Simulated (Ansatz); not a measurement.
SiO2: field gradients at two levels of theory

Cell: a computed structure from the Materials Project (it need not be an observed phase), taken as it stands.

```cif
data_SiO2
_symmetry_space_group_name_H-M 'Im-3m'
_symmetry_Int_Tables_number 229
_cell_length_a 8.9392
_cell_length_b 8.9392
_cell_length_c 8.9392
_cell_angle_alpha 90.000
_cell_angle_beta 90.000
_cell_angle_gamma 90.000
loop_
_atom_site_label
_atom_site_type_symbol
_atom_site_symmetry_multiplicity
_atom_site_Wyckoff_symbol
_atom_site_fract_x
_atom_site_fract_y
_atom_site_fract_z
Si Si 12 d 0.2500 0.5000 0.0000
O O 24 h 0.1475 0.5000 0.8525
```

One atom of each set is listed; the run and its k-mesh use a cell of 18 atoms with edges of 7.74, 7.74, 7.74 Å.

First run. Method: Kohn–Sham DFT in Ansatz, PBE, plane waves and PAW, scalar-relativistic, 420 eV cutoff, Γ-centred 4×4×4 k-points, Fermi–Dirac smearing 0.02 eV.

```tsv
site	V_zz (10²¹ V/m²)	η
Si	-0.76	0.00
O	9.90	0.06
```

Second run. The same atoms and settings, except that the functional is r2SCAN and the cutoff is 500 eV.

Problem. Given the first result, estimate the second.

Solution. 

| site | V_zz | η | change of V_zz |
| --- | --- | --- | --- |
| Si | -0.73 | 0.00 | +0.03 |
| O | 9.79 | 0.07 | -0.11 |

The largest change of V_zz is on O, from 9.90 to 9.79. In per cent, |V_zz| changes by -4 on Si, -1 on O (all sites that start above 0.5).
